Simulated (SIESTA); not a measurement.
## HfN in SIESTA: the effect of Hubbard term

HfN:

```
CELL_PARAMETERS angstrom
0.00000 2.25600 2.25600
2.25600 0.00000 2.25600
2.25600 2.25600 0.00000
ATOMIC_POSITIONS crystal
Hf 0.00000 0.00000 0.00000
N 0.50000 0.50000 0.50000
```

Alike in all runs:

| Item | Value |
| --- | --- |
| Program | SIESTA 5.4.2 |
| Task | density of states |
| Functional | PBEsol |
| Potentials or basis | PseudoDojo 0.4 standard (PBEsol files) |
| Basis | DZP (energy shift 0.003 Ry; two zetas on semicore shells) |
| Grid cutoff | 800 Ry |
| Energy shift | 0.003 Ry |
| k mesh | 8 × 8 × 8 |
| Occupations | fermi-dirac, width 0.05 eV |
| Spin | no spin polarisation |
| Hubbard projector method | 1 |
| U from the first cycle | yes |
| broadening (eV) | 0.05 eV |
| window from (eV) | -15 eV |
| window to (eV) | 5 eV |
| energy points | 301 |

| Hubbard term | pressure (GPa) |
| --- | --- |
| none | 1.6 |
| Hf d U = 2 eV | ? |
| Hf d U = 4 eV | 9.6 |
| Hf d U = 6 eV | 14.0 |

What does the run with Hubbard term Hf d U = 2 eV give?

Pressure 5.5 GPa.

Worked out: A straight line through the other rows of the pressure, of slope 2.06 GPa per eV, gives 5.7 GPa, against the run's 5.5.

Caveats: short orbitals over semicore shells can move pressures by several GPa; the basis of atomic orbitals isn't converged, which shifts pressures, moduli and gaps; U without spin polarisation on a metal has little footing (some runs).
